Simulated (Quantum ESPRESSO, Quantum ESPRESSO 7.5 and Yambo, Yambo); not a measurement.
# A GW chain in Yambo: LiBr (Fm-3m)

Aim: the G0W0 gap of LiBr (Fm-3m) on PBE, step by step.

Calculated with Quantum ESPRESSO 7.5 and Yambo 5.3.0; PBE and many-body steps on it, plane waves.

Most raw output is cut from this account.

### Step 1. The starting structure

The structure is cubic, space group Fm-3m (No. 225). The conventional cell has a = 5.501 Å, b = 5.501 Å, c = 5.501 Å, α = 90.00°, β = 90.00°, γ = 90.00°. Nearest to Li lie 6 Br at 2.75 Å. Br has 6 Li at 2.75 Å nearest. Farther neighbours and most contacts between anions are not listed.

Structure file:

```cif
data_structure
_symmetry_space_group_name_H-M 'Fm-3m'
_symmetry_Int_Tables_number 225
_cell_length_a 5.5013
_cell_length_b 5.5013
_cell_length_c 5.5013
_cell_angle_alpha 90.000
_cell_angle_beta 90.000
_cell_angle_gamma 90.000
_cell_volume 166.49
loop_
_atom_site_label
_atom_site_type_symbol
_atom_site_symmetry_multiplicity
_atom_site_Wyckoff_symbol
_atom_site_fract_x
_atom_site_fract_y
_atom_site_fract_z
_atom_site_occupancy
Li1 Li 4 a 0.00000 0.00000 0.00000 1
Br1 Br 4 b 0.50000 0.00000 0.00000 1
```

The cell and positions come from the Crystallography Open Database and are kept as given unless a step says otherwise.

### Step 2. Ground state

This step: Quantum ESPRESSO 7.5; DFT, PBE, plane waves, norm-conserving pseudopotentials.

The ground-state density comes first.

The input, pw.in:

```
&control
  calculation = 'scf'
  prefix = 'x'
  outdir = 'o'
  pseudo_dir = 'pseudo'
/
&system
  ibrav = 0
  nat = 2
  ntyp = 2
  ecutwfc = 76.0
  nbnd = 15
  force_symmorphic = .true.
/
&electrons
  conv_thr = 1e-10
  electron_maxstep = 80
  mixing_beta = 0.5
/
ATOMIC_SPECIES
  Li 6.94 Li.upf
  Br 79.904 Br.upf
CELL_PARAMETERS angstrom
  0.0000000000 2.7506500000 2.7506500000
  2.7506500000 0.0000000000 2.7506500000
  2.7506500000 2.7506500000 0.0000000000
ATOMIC_POSITIONS crystal
  Li 0.0000000000 0.0000000000 0.0000000000
  Br 0.5000000000 0.5000000000 0.5000000000
K_POINTS automatic
  6 6 6 0 0 0
```

Launch:

```
$ OMP_NUM_THREADS=1 mpirun -n 4 pw.x -nk 4 -in pw.in > pw.out
```

The job ended after 5.2 s (4 MPI ranks of Arm Neoverse V1, shared host; peak memory 0.24 GiB; 21 s of CPU time).

This step gave:

```yaml
total_energy: -3882.9009 eV
gap: 4.938 eV
k_of_the_valence_top: 0, 0, 0
k_of_the_conduction_bottom: 0, 0, 0
least_direct_gap: 4.938 eV
```

The gap is direct, at Γ.

### Step 3. Bands along the symmetry lines

Levels along a band path, at the cheap level, show where the edges lie and whether the meshes to come will hold them.

The input, pw.in:

```
&control
  calculation = 'bands'
  prefix = 'x'
  outdir = 'o'
  pseudo_dir = 'pseudo'
/
&system
  ibrav = 0
  nat = 2
  ntyp = 2
  ecutwfc = 76.0
  nbnd = 16
  force_symmorphic = .true.
/
&electrons
  conv_thr = 1e-9
  electron_maxstep = 80
  diago_full_acc = .true.
  diago_thr_init = 5e-6
/
ATOMIC_SPECIES
  Li 6.94 Li.upf
  Br 79.904 Br.upf
CELL_PARAMETERS angstrom
  0.0000000000 2.7506500000 2.7506500000
  2.7506500000 0.0000000000 2.7506500000
  2.7506500000 2.7506500000 0.0000000000
ATOMIC_POSITIONS crystal
  Li 0.0000000000 0.0000000000 0.0000000000
  Br 0.5000000000 0.5000000000 0.5000000000
K_POINTS crystal
  50
  0.00000000 0.00000000 0.00000000 1
  0.06250000 0.00000000 0.06250000 1
  0.12500000 0.00000000 0.12500000 1
  0.18750000 0.00000000 0.18750000 1
  0.25000000 0.00000000 0.25000000 1
  0.31250000 0.00000000 0.31250000 1
  0.37500000 0.00000000 0.37500000 1
  0.43750000 0.00000000 0.43750000 1
  0.50000000 0.00000000 0.50000000 1
  0.51562500 0.03125000 0.51562500 1
  0.53125000 0.06250000 0.53125000 1
  0.54687500 0.09375000 0.54687500 1
  0.56250000 0.12500000 0.56250000 1
  0.57812500 0.15625000 0.57812500 1
  0.59375000 0.18750000 0.59375000 1
  0.60937500 0.21875000 0.60937500 1
  0.62500000 0.25000000 0.62500000 1
  0.37500000 0.37500000 0.75000000 1
  0.32812500 0.32812500 0.65625000 1
  0.28125000 0.28125000 0.56250000 1
  0.23437500 0.23437500 0.46875000 1
  0.18750000 0.18750000 0.37500000 1
  0.14062500 0.14062500 0.28125000 1
  0.09375000 0.09375000 0.18750000 1
  0.04687500 0.04687500 0.09375000 1
  0.00000000 0.00000000 0.00000000 1
  0.06250000 0.06250000 0.06250000 1
  0.12500000 0.12500000 0.12500000 1
  0.18750000 0.18750000 0.18750000 1
  0.25000000 0.25000000 0.25000000 1
  0.31250000 0.31250000 0.31250000 1
  0.37500000 0.37500000 0.37500000 1
  0.43750000 0.43750000 0.43750000 1
  0.50000000 0.50000000 0.50000000 1
  0.50000000 0.46875000 0.53125000 1
  0.50000000 0.43750000 0.56250000 1
  0.50000000 0.40625000 0.59375000 1
  0.50000000 0.37500000 0.62500000 1
  0.50000000 0.34375000 0.65625000 1
  0.50000000 0.31250000 0.68750000 1
  0.50000000 0.28125000 0.71875000 1
  0.50000000 0.25000000 0.75000000 1
  0.50000000 0.21875000 0.71875000 1
  0.50000000 0.18750000 0.68750000 1
  0.50000000 0.15625000 0.65625000 1
  0.50000000 0.12500000 0.62500000 1
  0.50000000 0.09375000 0.59375000 1
  0.50000000 0.06250000 0.56250000 1
  0.50000000 0.03125000 0.53125000 1
  0.50000000 0.00000000 0.50000000 1
```

Run time: 4.3 s. Hardware: 4 MPI ranks; peak memory 0.21 GiB.

This step gave:

```yaml
gap: 4.933 eV
k_of_the_valence_top: 0.0938, 0.0938, 0.1875
k_of_the_conduction_bottom: 0, 0, 0
least_direct_gap: 4.938 eV
```

The gap is 4.933 eV, −0.005 eV from the run before at this level.

Electronic bands along the path, in eV, zero at the top of the highest filled band:

```csv
point,band 7,band 8,band 9,band 10,band 11,band 12,band 13,band 14
Γ,-13.44,0.00,0.00,0.00,4.93,10.52,10.52,10.52
halfway,-13.13,-1.59,-0.62,-0.62,7.16,8.25,8.36,11.05
X,-12.78,-2.88,-1.14,-1.14,6.24,7.12,11.61,12.43
halfway,-12.78,-2.78,-1.38,-1.06,6.43,7.55,11.30,11.59
U,-12.80,-2.49,-1.85,-0.86,6.64,8.73,10.30,10.57
jump to K,-12.80,-2.49,-1.85,-0.86,6.64,8.73,10.30,10.57
halfway,-13.12,-1.81,-0.90,-0.09,6.72,8.86,8.96,9.34
Γ,-13.44,0.00,0.00,0.00,4.93,10.52,10.52,10.52
halfway,-13.22,-1.68,-0.14,-0.14,5.97,9.20,9.20,9.74
L,-12.97,-2.88,-0.27,-0.27,5.63,8.11,8.11,11.75
halfway,-12.88,-2.60,-1.34,-0.61,7.06,7.88,9.22,10.67
W,-12.78,-2.14,-2.14,-1.14,8.01,8.57,9.45,9.45
halfway,-12.78,-2.68,-1.47,-1.14,6.76,7.83,10.60,10.99
X,-12.78,-2.88,-1.14,-1.14,6.24,7.12,11.61,12.43
```

### Step 4. Empty states on the mesh, 4×4×4 mesh, 142 bands

The sums over transitions need many empty states on a uniform mesh; this step solves for them.

The input, pw.in:

```
&control
  calculation = 'nscf'
  prefix = 'x'
  outdir = 'o'
  pseudo_dir = 'pseudo'
/
&system
  ibrav = 0
  nat = 2
  ntyp = 2
  ecutwfc = 76.0
  nbnd = 142
  force_symmorphic = .true.
/
&electrons
  conv_thr = 1e-9
  electron_maxstep = 80
  diago_full_acc = .true.
  diago_thr_init = 5e-6
/
ATOMIC_SPECIES
  Li 6.94 Li.upf
  Br 79.904 Br.upf
CELL_PARAMETERS angstrom
  0.0000000000 2.7506500000 2.7506500000
  2.7506500000 0.0000000000 2.7506500000
  2.7506500000 2.7506500000 0.0000000000
ATOMIC_POSITIONS crystal
  Li 0.0000000000 0.0000000000 0.0000000000
  Br 0.5000000000 0.5000000000 0.5000000000
K_POINTS automatic
  4 4 4 0 0 0
```

It took 9 s on 4 MPI ranks; peak memory 0.35 GiB; 36 s of CPU time.

This step gave:

```
gap                                                           : 4.938 eV
k of the valence top                                          : 0, 0, 0
k of the conduction bottom                                    : 0, 0, 0
least direct gap                                              : 4.938 eV
k points computed                                             : 8
lowest point of the top converged band, above the valence top : 114.0489 eV
```

On this mesh the gap is 4.938 eV.

### Step 5. Conversion and set-up

This step: Yambo 5.3.0; conversion and set-up on PBE, plane waves, norm-conserving pseudopotentials.

The states are converted to the many-body program's format and the q mesh is built.

Launch:

```
$ (cd o/x.save; p2y > p2y.log; mv SAVE ../..); yambo > setup.log
```

Run time: 2.3 s. Hardware: 1 MPI rank; peak memory 0.24 GiB.

### Step 6. Screening and self-energy, 4×4×4 mesh, 142 bands, screening to 210.9 eV

Now the one-shot GW correction: screening in the RPA, then the self-energy of the levels asked for.

This step: G0W0 on PBE, plane waves, norm-conserving pseudopotentials.

The input, gw1.in:

```
HF_and_locXC
gw0
dyson
ppa
em1d
rim_cut
RandQpts= 1000000
RandGvec= 1 RL
EXXRLvcs= 76 Ry
VXCRLvcs= 304 Ry
Chimod= "HARTREE"
% BndsRnXp
 1 | 142 |
%
NGsBlkXp= 15.5 Ry
% LongDrXp
 1 | 1 | 1 |
%
% GbndRnge
 1 | 142 |
%
DysSolver= "n"
ExtendOut
PPAPntXp= 27.21138 eV
% QPkrange
 1 | 1 | 9 | 12 |
%
```

Launch:

```
$ OMP_NUM_THREADS=1 mpirun -n 4 yambo -F gw1.in -J gw1 -C gw1 > gw1.log
```

Elapsed: 1.7 min, on 4 MPI ranks; peak memory 1.4 GiB.

This step gave:

| Quantity | Value |
| --- | --- |
| G0W0 gap on the points computed | 7.879 eV |
| starting gap on the mesh | 4.938 eV |
| k of the valence top | 0, 0, 0 |
| k of the conduction bottom | 0, 0, 0 |
| least direct G0W0 gap on the computed points | 7.879 eV |
| Z at the valence top | 0.8190 |
| Z at the conduction bottom | 0.8480 |

The gap on the mesh goes from 4.94 eV to 7.88 eV, a correction of +2.94 eV.

Limits: finite bands, cutoff and mesh; no spin-orbit coupling; coarse k mesh. v1 is the top filled band, c1 the lowest empty one. Levels before and after the correction, in eV, zero at the valence-band top of each column:

```csv
,conduction bottom,valence top
Kohn-Sham,4.94,0.00
G0W0,7.88,0.00
```

```csv
,level,energy (eV)
Kohn-Sham,Γ v2-v1,0.000
Kohn-Sham,Γ c1,4.938
Kohn-Sham,Γ c2,10.521
G0W0,Γ v2-v1,0.000
G0W0,Γ c1,7.879
G0W0,Γ c2,14.069
```

### Step 7. Where the time went

Times are wall times on the hardware named with each run. The host was busy with other work, so they are no guide to cost.

```csv
step,time,share,memory (GiB)
ground state,5.2 s,4 %,0.24
bands along the symmetry lines,4.3 s,4 %,0.21
empty states on the mesh,9 s,7 %,0.35
conversion and set-up,2.3 s,2 %,0.24
screening and self-energy,1.7 min,83 %,1.4
```

### Step 8. Summary of results

* PBE gap: 4.93 eV, indirect (only 5 meV under the direct gap)
* G0W0 gap on the mesh: 7.88 eV
* GW settings: 4×4×4 mesh, 142 bands, screening to 210.9 eV, Godby-Needs plasmon pole
* known limits: not at the basis limit; no spin-orbit coupling; coarse k mesh

What this shows: G0W0 moves the gap on the mesh from 4.94 eV to 7.88 eV (+2.94 eV), with Z of 0.82 and 0.85 at the edges. Only 1 of the mesh's irreducible points was corrected, so a valley elsewhere could overtake. The dearest step here is «screening and self-energy». Bands and cutoff are finite, so the gap is not at the basis limit. The miss can reach some tenths of an eV and take either sign; the mesh is an error of its own. In the G0W0 run levels were corrected at 1 k point alone, so a gap called «on the mesh» is the least over those, and an edge elsewhere would be missed. The 4×4×4 mesh is coarse for this cell, which bears on the long-range parts of exchange and screening. The many-body steps are scalar-relativistic: spin-orbit coupling is not in them.

[Paths, hosts, dates, memory and timing lines, banners, echoed tables and standing remarks are left out of the program output.]

[Logs are printed without paths, hosts, clocks, repeated set-up lines and the standing remarks that a program may print on its own settings, such as how far it seeks lower states.]

[Runs of the session that timed out or met a known fault of the program may be left out.]

[Hosts, paths, dates, database ids (printed as entryN), source tags and the programs' standing remarks are cut or masked in the printed files.]
